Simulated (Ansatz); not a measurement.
# GaN: the cost of one run

Computed with Ansatz 0.2.0 (reference: DFT, HSE06, plane waves, PAW, unless a step's input says otherwise).

2 further runs of the same task are left out: 2 that didn't finish.

### 1 The structure to begin with

Symmetry: Fm-3m, No. 225, cubic system. Conventional cell: a = 4.217 Å, b = 4.217 Å, c = 4.217 Å, α = 90.00°, β = 90.00°, γ = 90.00°. Ga (site symmetry m-3m) has 6 N at 2.11 Å as nearest neighbours. Around N (site symmetry m-3m) lie 6 Ga at 2.11 Å.

Structure file:

```cif
data_structure
_symmetry_space_group_name_H-M 'Fm-3m'
_symmetry_Int_Tables_number 225
_cell_length_a 4.2170
_cell_length_b 4.2170
_cell_length_c 4.2170
_cell_angle_alpha 90.000
_cell_angle_beta 90.000
_cell_angle_gamma 90.000
_cell_volume 74.99
loop_
_atom_site_label
_atom_site_type_symbol
_atom_site_symmetry_multiplicity
_atom_site_Wyckoff_symbol
_atom_site_fract_x
_atom_site_fract_y
_atom_site_fract_z
_atom_site_occupancy
Ga1 Ga 4 a 0.00000 0.00000 0.00000 1
N1 N 4 b 0.50000 0.00000 0.00000 1
```

### 2 The reference run

input.yaml reads:

```yaml
crystal:
  lattice:
    - [0.0, 2.108515235, 2.108515235]
    - [2.108515235, 0.0, 2.108515235]
    - [2.108515235, 2.108515235, 0.0]
  atoms:
    - { symbol: Ga, position: [0.0, 0.0, 0.0] }
    - { symbol: "N", position: [0.5, 0.5, 0.5] }
kpoints:
  mp_grid: { grid: [6, 6, 6] }
hamiltonian:
  xc: hse06
scf:
  occupations: { method: fixed }
  n_extra_bands: 4
output:
  forces: true
  stress: true
  eigenvalues: true
  write_density: true
  write_potential: true
  elf: true
  volumetric_format: npy
```

Launch:

```bash
$ ansatz run input.yaml --threads 4 --pin off --max-ram 3686MiB --backend cpu --events-out ev --progress --plain --runs-dir out
```

Q: Estimate wall time and peak memory on 4 threads of Arm Neoverse N1, shared host.

About 8.7 s, with a peak of 0.7 GiB.
